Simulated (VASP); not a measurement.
# Hf in VASP: notebook

Aim: see how the results for Hf move with the level of theory and the settings. Levels: PBEsol, RPBE. Tasks: work function.

All numbers are computed with VASP 6.6.1; they aren't measurements. Logs are shortened: lines on timing, memory, paths and dates and some standing lists are left out, and cuts for length are marked.

**1. Starting point**

The cell holds a sheet with vacuum, 1 atom: a = 2.779 Å, b = 2.779 Å, c = 23.800 Å, α = 90.00°, β = 90.00°, γ = 90.00°.

The cell was built by a generator and needn't be a form met in nature.

**2. Work function, PBEsol**

INCAR reads:

```
PREC     = Accurate       # precision mode
ENCUT    = 520            # plane-wave cutoff, eV
EDIFF    = 1E-6           # SCF threshold, eV
ISMEAR   = -1             # smearing method
SIGMA    = 0.05           # smearing width, eV
LREAL    = F              # projectors in reciprocal space
LASPH    = T              # aspherical terms in the spheres
NELM     = 80             # most SCF steps
ALGO     = Normal         # electronic algorithm
ISIF     = 2              # what is computed and relaxed
LWAVE    = F              # write WAVECAR
LCHARG   = T              # write CHGCAR
LDIPOL   = T            
IDIPOL   = 3            
DIPOL    = 0.5 0.5 0.294
GGA      = PS             # functional
LELF     = T              # ELF
LVHAR    = T            
LVACPOTAV= T
```

KPOINTS reads:

```
regular mesh
0
Gamma
  10 10 1
```

POSCAR reads:

```
Hf
1.0
    2.7787600000      0.0000000000      0.0000000000
    0.0000000000      2.7787600000      0.0000000000
    0.0000000000      0.0000000000     23.8000000000
Hf
1
Direct
    0.0000000000      0.0000000000      0.2941200000
```

Potentials or basis: VASP PAW PBE potentials, release 64 (Hf_pv).

Launch:

```
$ cat potpaw_PBE.64/Hf_pv/POTCAR > POTCAR
$ mpirun -np 1 vasp_std > vasp.out
```

OUTCAR:

```text
PREC = Accurate
   ENCUT = 520
   EDIFF = 1E-6
   ISMEAR = -1
   LREAL = F
   LASPH = T
   NELM = 80
   ISIF = 2
   GGA = PS

 ion  position               nearest neighbor table
   1  0.000  0.000  0.294-

  LATTYP: Found a simple tetragonal cell.
 ALAT       =     2.7787600000
 C/A-ratio  =     8.5649714261

  Lattice vectors:

 A1 = (   2.7787600000,   0.0000000000,   0.0000000000)
 A2 = (   0.0000000000,   2.7787600000,   0.0000000000)
 A3 = (   0.0000000000,   0.0000000000,  23.8000000000)

Analysis of symmetry for initial positions (statically):
=====================================================================
 Subroutine PRICEL returns:
 Original cell was already a primitive cell.

 Routine SETGRP: Setting up the symmetry group for a
 simple tetragonal supercell.

 Subroutine GETGRP returns: Found 16 space group operations
 (whereof  8 operations were pure point group operations)
 out of a pool of 16 trial point group operations.

The static configuration has the point symmetry C_4v.
 The point group associated with its full space group is D_4h.

Analysis of symmetry for dynamics (positions and initial velocities):
=====================================================================
 Subroutine PRICEL returns:
 Original cell was already a primitive cell.

 Routine SETGRP: Setting up the symmetry group for a
 simple tetragonal supercell.

 Subroutine GETGRP returns: Found 16 space group operations
 (whereof  8 operations were pure point group operations)
 out of a pool of 16 trial point group operations.

The dynamic configuration has the point symmetry C_4v.
 The point group associated with its full space group is D_4h.

 Subroutine INISYM returns: Found 16 space group operations
 (whereof  8 operations are pure point group operations),
 and found     1 'primitive' translations

----------------------------------------------------------------------------------------

                                     Primitive cell

  volume of cell :     183.7719

  direct lattice vectors                    reciprocal lattice vectors
     2.778760000  0.000000000  0.000000000     0.359872749  0.000000000  0.000000000
     0.000000000  2.778760000  0.000000000     0.000000000  0.359872749  0.000000000
     0.000000000  0.000000000 23.800000000     0.000000000  0.000000000  0.042016807

  length of vectors
     2.778760000  2.778760000 23.800000000     0.359872749  0.359872749  0.042016807

  position of ions in fractional coordinates (direct lattice)
     0.000000000  0.000000000  0.294120000

  ion indices of the primitive-cell ions
   primitive index   ion index
                 1           1

----------------------------------------------------------------------------------------

 KPOINTS: regular mesh

Automatic generation of k-mesh.
 Grid dimensions read from file:
 generate k-points for:   10   10    1

 Generating k-lattice:

  Cartesian coordinates                     Fractional coordinates (reciprocal lattice)
     0.035987275  0.000000000  0.000000000     0.100000000  0.000000000  0.000000000
     0.000000000  0.035987275  0.000000000     0.000000000  0.100000000  0.000000000
     0.000000000  0.000000000  0.042016807     0.000000000  0.000000000  1.000000000

  Length of vectors
     0.035987275  0.035987275  0.042016807

  Shift w.r.t. Gamma in fractional coordinates (k-lattice)
     0.000000000  0.000000000  0.000000000

 Subroutine IBZKPT returns following result:
 ===========================================

 Found     21 irreducible k-points:

 Following reciprocal coordinates:
            Coordinates               Weight
  0.000000  0.000000  0.000000      1.000000
  0.100000  0.000000  0.000000      4.000000
  0.200000  0.000000  0.000000      4.000000
  0.300000  0.000000  0.000000      4.000000
  0.400000  0.000000  0.000000      4.000000
  0.500000  0.000000  0.000000      2.000000
[... 13 lines left out ...]
  0.500000  0.400000  0.000000      4.000000
  0.500000  0.500000  0.000000      1.000000
   k-points           NKPTS =     21   k-points in BZ     NKDIM =     21   number of bands    NBANDS=      9
   number of dos      NEDOS =    301   number of ions     NIONS =      1
   total plane-waves  NPLWV = 103680
   dimension x,y,z NGX =    24 NGY =   24 NGZ =  180
   dimension x,y,z NGXF=    48 NGYF=   48 NGZF=  360
   ions per type =               1
   NGX,Y,Z   is equivalent  to a cutoff of  14.36, 14.36, 12.57 a.u.
   NGXF,Y,Z  is equivalent  to a cutoff of  28.72, 28.72, 25.15 a.u.
 SYSTEM =  unknown system
   PREC   = accura    normal or accurate (medium, high low for compatibility)
   ISTART =      0    job   : 0-new  1-cont  2-samecut
   ICHARG =      2    charge: 1-file 2-atom 10-const
   ISPIN  =      1    spin polarized calculation?
   LNONCOLLINEAR =      F non collinear calculations
   LSORBIT =      F    spin-orbit coupling
   LASPH  =      T    aspherical Exc in radial PAW
   ENCUT  =  520.0 eV  38.22 Ry    6.18 a.u.   5.17  5.17 44.25*2*pi/ulx,y,z
   NELM   =     80;   NELMIN=  2; NELMDL= -5     # of ELM steps
   EDIFF  = 0.1E-05   stopping-criterion for ELM
   LREAL  =      F    real-space projection
   EDIFFG = 0.1E-04   stopping-criterion for IOM
   NSW    =      0    number of steps for IOM
   IBRION =     -1    ionic relax: 0-MD 1-quasi-New 2-CG
   NFREE  =      0    steps in history (QN), initial steepest desc. (CG)
   ISIF   =      2    stress and relaxation
   ISYM   =      2    0-nonsym 1-usesym 2-fastsym
   POTIM  = 0.5000    time-step for ionic-motion
   TEBEG  =    0.0;   TEEND  =   0.0 temperature during run
   PSTRESS=    0.0 pullay stress
   NELECT =      10.0000    total number of electrons
   NUPDOWN=      -1.0000    fix difference up-down
   EMIN   =  10.00;   EMAX   =-10.00  energy-range for DOS
   EFERMI =   0.00;   METHOD = LEGACY
   ISMEAR =    -1;   SIGMA  =   0.05  broadening in eV -4-tet -1-fermi 0-gaus
   EFERMI_NEDOS =   21; number of points for ismear=-14 and -15
   IALGO  =     38    algorithm
   IMIX   =      4    mixing-type and parameters
     AMIX     =   0.40;   BMIX     =  1.00
     AMIX_MAG =   1.60;   BMIX_MAG =  1.00
  volume/ion in A,a.u.               =     183.77      1240.15
  Fermi-wavevector in a.u.,A,eV,Ry     =   0.620367  1.172323  5.236268  0.384855
  Thomas-Fermi vector in A             =   1.679493
   LORBIT       =      0    0 simple, 1 ext, 2 COOP (PROOUT), +10 PAW based schemes
   GGA     = PS    functional components
   LHFCALC =     F    Hartree Fock is set to
   AEXX    =    0.0000 exact exchange contribution
   IVDW    =     0    specifies the selected vdW correction
   LEPSILON=     F    determine dielectric tensor
   LRPA    =     F    only Hartree local field effects (RPA)
 non-spin polarized calculation
  energy-cutoff  :      520.00
  volume of cell :      183.77
 maximum number of plane-waves:      4993
 NGX is ok and might be reduce to    24
   NGX = 11   NGY = 11   NGZ = 89

 dipolmoment           0.000000      0.000000     -0.000001 electrons x Angstroem

 number of electron      10.0000000 magnetization

 dipolmoment           0.000000      0.000000      0.000002 electrons x Angstroem

 Free energy of the ion-electron system (eV)
  ---------------------------------------------------
  ext. energy  EPLUGINS =         0.00000000
  ---------------------------------------------------
  free energy    TOTEN  =        -7.90234839 eV

  energy without entropy =       -7.88122741  energy(sigma->0) =       -7.89178790

 E-fermi :  -3.1789     XC(G=0):  -2.1601

 val. band max:       -3.2002399762   @ k =   0.1000   0.1000   0.0000
 cond. band min:      -3.1768670139   @ k =   0.3000   0.3000   0.0000
 fundamental gap:      0.0233729623
 Fermi energy:        -3.1788710210

 k-point     1 :       0.0000    0.0000    0.0000
  band No.  band energies     occupation
      1     -34.1245      2.00000
      2     -33.1482      2.00000
      3     -33.1482      2.00000
      4      -8.4312      2.00000
      5      -4.7528      2.00000
      6      -3.5456      1.99870
      7      -2.9247      0.01233
      8       0.8993      0.00000
      9       1.1340      0.00000

 k-point     2 :       0.1000    0.0000    0.0000
  band No.  band energies     occupation
      1     -34.1094      2.00000
      2     -33.2889      2.00000
      3     -33.1364      2.00000
      4      -8.0959      2.00000
      5      -4.4831      2.00000
      6      -3.3649      1.95268
      7      -2.9649      0.02732
      8       0.9213      0.00000
      9       1.0850      0.00000

 k-point     3 :       0.2000    0.0000    0.0000
  band No.  band energies     occupation
      1     -34.0696      2.00000
      2     -33.6442      2.00000
      3     -33.1055      2.00000
      4      -7.2512      2.00000
      5      -3.7906      1.99999
      6      -3.2157      1.35284
      7      -2.7378      0.00030
      8       0.5150      0.00000
      9       1.6361      0.00000

 k-point     4 :       0.3000    0.0000    0.0000
  band No.  band energies     occupation
      1     -34.0603      2.00000
      2     -34.0200      2.00000
      3     -33.0669      2.00000
      4      -6.2342      2.00000
      5      -3.7510      1.99998
      6      -3.0274      0.09231
      7      -1.6497      0.00000
      8       0.7388      0.00000
      9       1.3225      0.00000
[... 169 lines left out ...]
 k-point    19 :       0.4000    0.4000    0.0000
  band No.  band energies     occupation
      1     -34.2197      2.00000
      2     -34.2058      2.00000
      3     -33.8446      2.00000
      4      -5.5510      2.00000
      5      -2.9459      0.01876
      6      -2.4651      0.00000
      7      -0.4889      0.00000
      8       2.3394      0.00000
      9       2.3915      0.00000

 k-point    20 :       0.5000    0.4000    0.0000
  band No.  band energies     occupation
      1     -34.3269      2.00000
      2     -34.1947      2.00000
      3     -33.8301      2.00000
      4      -5.8026      2.00000
      5      -2.9801      0.03683
      6      -2.4959      0.00000
      7      -0.1897      0.00000
      8       2.5406      0.00000
      9       3.5514      0.00000

 k-point    21 :       0.5000    0.5000    0.0000
  band No.  band energies     occupation
      1     -34.3083      2.00000
      2     -34.3083      2.00000
      3     -33.8158      2.00000
      4      -6.0810      2.00000
      5      -2.7656      0.00051
      6      -2.7656      0.00051
      7       0.0764      0.00000
      8       3.9555      0.00000
      9       3.9555      0.00000

------------------------ aborting loop because EDIFF is reached ----------------------------------------

  FORCE on cell =-STRESS in cart. coord.  units (eV):
  Direction    XX          YY          ZZ          XY          YZ          ZX
  --------------------------------------------------------------------------------------
  -------------------------------------------------------------------------------------
  Total       -0.8890274     -0.8890274     -0.0029594      0.0000000      0.0000000      0.0000000
  in kB       -7.7508031     -7.7508031     -0.0258012      0.0000000      0.0000000      0.0000000
  external PRESSURE =      -5.1758025 kB  Pullay stress =       0.0000000 kB

 VOLUME and BASIS-vectors are now :
 -----------------------------------------------------------------------------
  energy-cutoff  :      520.00
  volume of cell :      183.77
      direct lattice vectors                 reciprocal lattice vectors
     2.778760000  0.000000000  0.000000000     0.359872749  0.000000000  0.000000000
     0.000000000  2.778760000  0.000000000     0.000000000  0.359872749  0.000000000
     0.000000000  0.000000000 23.800000000     0.000000000  0.000000000  0.042016807

 POSITION                                       TOTAL-FORCE (eV/Angst)
 -----------------------------------------------------------------------------------
      0.00000      0.00000      7.00006         0.000000      0.000000      0.000000
 -----------------------------------------------------------------------------------
    total drift:                                0.000000      0.000000      0.000024

  FREE ENERGIE OF THE ION-ELECTRON SYSTEM (eV)
  ---------------------------------------------------
  free  energy   TOTEN  =        -7.9023483892 eV

  energy  without entropy=       -7.8812274118  energy(sigma->0) =       -7.89178790

 vacuum level on the upper side and lower side of the slab         1.187         1.187
```

It took 39 s on 1 thread of Intel Xeon Platinum 8375C at 2.90GHz (Ice Lake), shared host; peak memory 0.32 GiB.

What came out:

```
Free energy                     : -7.9023 eV
Band gap on the k mesh          : none (metal or under the smearing width)
Work function of the upper face : 4.37 eV
Work function of the lower face : 4.37 eV
```

Levels at points of the mesh, in eV from the Fermi level:
```tsv
k point	band 2	band 3	band 4	band 5	band 6	band 7	band 8	band 9
(0.00, 0.00, 0.00)	-29.97	-29.97	-5.25	-1.57	-0.37	0.25	4.08	4.31
(0.50, 0.00, 0.00)	-30.78	-29.84	-1.81	-1.28	1.58	1.75	3.47	5.15
(0.50, 0.50, 0.00)	-31.13	-30.64	-2.90	0.41	0.41	3.26	7.13	7.13
```

Caveat: the PAW data sets were made with another functional, which shifts forces and pressure a little. The run has no spin-orbit coupling, so splittings on Hf are missing.

**3. Work function, RPBE**

Edit INCAR of step 2 so:

```diff
@@ -15,3 +15,3 @@
 DIPOL    = 0.5 0.5 0.294
-GGA      = PS             # functional
+GGA      = RP             # functional
 LELF     = T              # ELF
```

KPOINTS is that of step 2.

POSCAR is that of step 2.

Potentials or basis: VASP PAW PBE potentials, release 64 (Hf_pv).

Launch:

```
$ cat potpaw_PBE.64/Hf_pv/POTCAR > POTCAR
$ mpirun -np 1 vasp_std > vasp.out
```

OUTCAR:

```text
PREC = Accurate
   ENCUT = 520
   EDIFF = 1E-6
   ISMEAR = -1
   LREAL = F
   LASPH = T
   NELM = 80
   ISIF = 2
   GGA = RP

 ion  position               nearest neighbor table
   1  0.000  0.000  0.294-

  LATTYP: Found a simple tetragonal cell.
 ALAT       =     2.7787600000
 C/A-ratio  =     8.5649714261

  Lattice vectors:

 A1 = (   2.7787600000,   0.0000000000,   0.0000000000)
 A2 = (   0.0000000000,   2.7787600000,   0.0000000000)
[... 435 lines left out ...]

------------------------ aborting loop because EDIFF is reached ----------------------------------------

  FORCE on cell =-STRESS in cart. coord.  units (eV):
  Direction    XX          YY          ZZ          XY          YZ          ZX
  --------------------------------------------------------------------------------------
  -------------------------------------------------------------------------------------
  Total        0.2738357      0.2738357     -0.0040130      0.0000000      0.0000000      0.0000000
  in kB        2.3873804      2.3873804     -0.0349863      0.0000000      0.0000000      0.0000000
  external PRESSURE =       1.5799248 kB  Pullay stress =       0.0000000 kB

 VOLUME and BASIS-vectors are now :
 -----------------------------------------------------------------------------
  energy-cutoff  :      520.00
  volume of cell :      183.77
      direct lattice vectors                 reciprocal lattice vectors
     2.778760000  0.000000000  0.000000000     0.359872749  0.000000000  0.000000000
     0.000000000  2.778760000  0.000000000     0.000000000  0.359872749  0.000000000
     0.000000000  0.000000000 23.800000000     0.000000000  0.000000000  0.042016807

 POSITION                                       TOTAL-FORCE (eV/Angst)
 -----------------------------------------------------------------------------------
      0.00000      0.00000      7.00006         0.000000     -0.000000      0.000000
 -----------------------------------------------------------------------------------
    total drift:                                0.000000      0.000000      0.000021

  FREE ENERGIE OF THE ION-ELECTRON SYSTEM (eV)
  ---------------------------------------------------
  free  energy   TOTEN  =        -7.1350526400 eV

  energy  without entropy=       -7.1142172844  energy(sigma->0) =       -7.12463496

 vacuum level on the upper side and lower side of the slab         1.190         1.190
```

OSZICAR:

```text
N       E                     dE             d eps       ncg     rms          rms(c)
DAV:   1     0.942309548493E+01    0.94231E+01   -0.52486E+03   546   0.772E+02
DAV:   2    -0.657550397175E+01   -0.15999E+02   -0.15453E+02   664   0.814E+01
DAV:   3    -0.749061536750E+01   -0.91511E+00   -0.86632E+00   531   0.137E+01
[... 12 lines left out ...]
DAV:  16    -0.713500637315E+01   -0.62434E-04   -0.40314E-06   508   0.640E-03    0.287E-03
DAV:  17    -0.713503849359E+01   -0.32120E-04   -0.28926E-06   466   0.398E-03    0.654E-04
DAV:  18    -0.713504843862E+01   -0.99450E-05   -0.11198E-06   405   0.225E-03    0.605E-04
DAV:  19    -0.713505208371E+01   -0.36451E-05   -0.30903E-07   372   0.111E-03    0.387E-04
DAV:  20    -0.713505263996E+01   -0.55625E-06   -0.13779E-08   317   0.379E-04
   1 F= -.71350526E+01 E0= -.71246350E+01  d E =-.208354E-01
```

Wall time 40 s (1 thread of Intel Xeon Platinum 8375C at 2.90GHz (Ice Lake), shared host); peak memory 0.31 GiB.

What came out:

| Property | Result |
| --- | --- |
| Free energy | -7.1351 eV |
| Band gap on the k mesh | none (metal or under the smearing width) |
| Work function of the upper face | 4.15 eV |
| Work function of the lower face | 4.15 eV |

Levels at points of the mesh, in eV from the Fermi level:
```tsv
k point	band 1	band 2	band 3	band 4	band 5	band 6	band 7	band 8	band 9
(0.00, 0.00, 0.00)	-31.04	-30.05	-30.05	-5.23	-1.54	-0.28	0.24	3.76	3.99
(0.50, 0.00, 0.00)	-31.38	-30.88	-29.92	-1.76	-1.30	1.68	1.71	3.52	5.21
(0.50, 0.50, 0.00)	-31.20	-31.20	-30.73	-2.89	0.42	0.42	3.41	7.12	7.12
```

Caveat: the PAW data sets were made with another functional, which shifts forces and pressure a little. Spin-orbit coupling is left out, which matters for the levels of Hf.

**4. For comparison**

An earlier run on the cell as given: functional PBE; potentials or basis VASP PAW PBE potentials, release 64 (Hf_pv); cutoff 520 eV; k mesh 10 × 10 × 1; occupations fermi-dirac, width 0.05 eV; no spin polarisation.

- Band gap on the k mesh: none (metal or under the smearing width)
- Work function of the upper face: 4.28 eV
- Work function of the lower face: 4.28 eV

**5. Overview**

```csv
task,level,gap on the mesh (eV),work function (eV)
work function,PBEsol,none,4.37
work function,RPBE,none,4.15
single point,PBE,none,4.28
```

Alike in all rows: potentials or basis VASP PAW PBE potentials, release 64 (Hf_pv); no spin polarisation; cell as given; k mesh 10 × 10 × 1; cutoff (eV) 520; smearing fermi-dirac 0.05 eV.

Every run on the cell as given and a fine mesh finds a metal.

Caveats: the PAW data sets were made with another functional, which shifts forces and pressure a little (some runs).

Absolute energies hang on the potentials; compare differences alone.
